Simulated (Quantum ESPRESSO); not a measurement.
The system is LiF (Griceite).

```
CELL_PARAMETERS angstrom
0.00000 2.04050 2.04050
2.04050 0.00000 2.04050
2.04050 2.04050 0.00000
ATOMIC_POSITIONS crystal
F 0.50000 0.50000 0.50000
Li 0.00000 0.00000 0.00000
```

The cell isn't the ideal one: volume scaled by 1.04.

```yaml
Program: Quantum ESPRESSO 7.5
Task: energy-loss spectrum
Functional: PBE
Potentials_or_basis: PseudoDojo 0.4.1 SR PBE standard
Cutoff: 1143 eV
Density_cutoff: 4572 eV
k_mesh: 4 × 4 × 4, shifted
Occupations: fermi-dirac, width 0.05 eV
Spin: no spin polarisation
Iterations: 400
Mixing_beta: 0.5
Most_SCF_iterations: 120
SCF_threshold: 4e-10 Ry
Diago_david_ndim: 4
Startingwfc: random
```

The first run showed a gap, so the response started from a second, tighter run with fixed occupations.

Loss function by the Lanczos method: adiabatic TDDFT, q = (0.115, 0.115, 0.115) Å⁻¹, 400 iterations, broadening 0.27 eV, up to 40 eV.

Question: Where does the loss function peak?

Answer: The main peak lies at 23.0 eV with height 1.60.

Energy-loss function at q = [0.11547, 0.11547, 0.11547] (Å⁻¹, cartesian):
| energy (eV) | loss |
| --- | --- |
| 0.0 | 0.000 |
| 1.8 | 0.001 |
| 3.4 | 0.002 |
| 5.2 | 0.004 |
| 7.0 | 0.007 |
| 8.6 | 0.016 |
| 10.4 | 0.119 |
| 12.2 | 0.336 |
| 13.8 | 0.381 |
| 15.6 | 0.262 |
| 17.4 | 0.232 |
| 19.0 | 0.298 |
| 20.8 | 0.618 |
| 22.4 | 1.445 |
| 24.2 | 1.099 |
| 26.0 | 0.549 |
| 27.6 | 0.413 |
| 29.4 | 0.379 |
| 31.2 | 0.358 |
| 32.8 | 0.322 |
| 34.6 | 0.299 |
| 36.4 | 0.328 |
| 38.0 | 0.397 |
| 39.8 | 0.420 |

Spectra converge slowly with the k mesh, and this one (4 × 4 × 4) leaves small humps uncertain. The length of the Lanczos chain wasn't tested.

Caveat: the k mesh is coarse (spacing up to 0.67 Å⁻¹), so the values aren't converged.
